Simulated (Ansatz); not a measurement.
A plane-wave DFT run in Ansatz 0.2.0 (scalar-relativistic PAW potentials unless the input names others): input and command.

```yaml
crystal:
  lattice:
    - [2.5043488457, 0.0, 0.0]
    - [-1.2521744229, 2.1688297203, 0.0]
    - [0.0, 0.0, 7.0190956742]
  atoms:
    - { symbol: B, position: [0.0661129562, 0.4710477738, 0.25] }
    - { symbol: B, position: [0.6666666667, 0.3333333333, 0.75] }
    - { symbol: "N", position: [0.3333333333, 0.6666666667, 0.75] }
    - { symbol: "N", position: [0.6666666667, 0.3333333333, 0.25] }
  symmetry: { detect: false }
basis:
  ecutwfc: "36.7 Ry"
kpoints:
  mp_grid: { grid: [12, 12, 4] }
hamiltonian:
  xc: pbesol
scf:
  occupations: { method: gaussian, width: 0.05 }
  convergence: { dr2_threshold: 1.0e-06 }
output:
  forces: true
  eigenvalues: true
  stress: true
```

```bash
ansatz run input.yaml --threads 1 --pin off --max-ram 2560MiB --backend cpu --events-out ev --progress --plain --runs-dir out
```

Abridged log:
```
Warning: scf.convergence.dr2_threshold = 1e-6 eV is looser than this run's default, which is 1e-7 eV or tighter. The error in the forces grows as the threshold's square root, so leave the key out unless less accurate forces are enough
Warning: output.stress: scf.convergence.dr2_threshold = 1e-6 eV is looser than the 4e-10 eV advised for a printed stress (1e-10 eV for each atom of the cell: 4). ...
Basis set: ecut = 499.32893761 eV, 991 PW (Γ), exchange–correlation on 40×40×108 points (8 copies of the dense FFT grid, shifted against one another)
Bands: 12, of which v1, the nominal top of the filled ones, is band 8 counted from 1 (7 counted from 0)
Symmetry: 1 space group operations
k-points: 292 of 576 (time reversal used)
SCF iter   1: F=—  HF=-1051.483114 eV  |F-HF|=—  |Δ(HF+E_count)|=         —  Δρ=2.94e-2  dr2=2.19e-1  ethr=1.77e-3  ⟨swp⟩=6.2  Hψ=22378  notcnv=0
SCF iter   2: F=—  HF=-1051.407218 eV  |F-HF|=—  |Δ(HF+E_count)|=   7.59e-2  Δρ=1.16e-2  dr2=2.26e-2  ethr=1.37e-3  ⟨swp⟩=3.1  Hψ=9027  notcnv=0
SCF iter   3: F=—  HF=-1051.404242 eV  |F-HF|=—  |Δ(HF+E_count)|=   2.98e-3  Δρ=4.48e-3  dr2=3.23e-3  ethr=1.41e-4  ⟨swp⟩=2.5  Hψ=8823  notcnv=0
SCF iter   4: F=—  HF=-1051.404436 eV  |F-HF|=—  |Δ(HF+E_count)|=   1.94e-4  Δρ=1.02e-3  dr2=1.44e-4  ethr=2.02e-5  ⟨swp⟩=2.0  Hψ=6285  notcnv=0
SCF iter   5: F=—  HF=-1051.404569 eV  |F-HF|=—  |Δ(HF+E_count)|=   1.33e-4  Δρ=1.82e-4  dr2=7.14e-6  ethr=8.99e-7  ⟨swp⟩=2.0  Hψ=5586  notcnv=0
SCF iter   6: F=—  HF=-1051.404571 eV  |F-HF|=—  |Δ(HF+E_count)|=   2.41e-6  Δρ=8.07e-5  dr2=1.76e-6  ethr=6.25e-9  ⟨swp⟩=7.1  Hψ=18750  notcnv=0
SCF iter   7: F=-1051.404571 eV  HF=-1051.404571 eV  |F-HF|=9.99e-9  |Δ(HF+E_count)|=   3.90e-8  Δρ=2.06e-5  dr2=1.11e-7  ethr=6.25e-9  ⟨swp⟩=5.0  Hψ=16162  notcnv=0
SCF 1 converged in 7 iterations: F = -1051.404571 eV  dr2 = 1.11e-7
SCF converged after 7 iterations
Free energy (F): -1051.404571 eV
Harris-Foulkes:  -1051.404571 eV  (|F-HF|=9.99e-9)
Internal energy: -1051.404571 eV  (E = F + TS)
E sigma→0 (E₀):  -1051.404571 eV
Fermi energy:    5.982376 eV
--- Forces (eV/Å), atoms counted from 1 ---
  atom   1  B     91.61123793    31.68152235     0.00000023
  atom   2  B     -0.00191367    -0.00064275     0.00000001
  atom   3  N      0.00346551    -0.00038926     0.00000005
  atom   4  N    -91.61376880   -31.68087718     0.00000042
--- Stress (GPa, compression-positive) ---
      287.509805     110.811248       0.000000
      110.811234      49.455781       0.000000
        0.000000       0.000000       0.152390
  P = ⅓ Tr σ = 112.3727 GPa (1123.727 kbar)
```

Apart from outputs and empty bands, the input differs from a reference run on usual settings in crystal.symmetry: not typed → {"detect": false}; scf.convergence.dr2_threshold: not typed → 1e-06; basis.ecutwfc: 420 → "36.7 Ry". The reference, at the same geometry (not necessarily relaxed), gave pressure 112.44 GPa, largest force 96.996 eV/Å, gap on the mesh 4.13 eV. This run converged in 7 SCF iterations (reference: 8) with an energy at zero smearing 4.33 meV/atom below the reference's, pressure 112.37 GPa, largest force 96.937 eV/Å, gap on the mesh 4.13 eV.

Time: 18 s on 1 thread of AMD EPYC 7R43 64-Core Processor (Zen 3) (shared host), peak memory 0.52 GiB.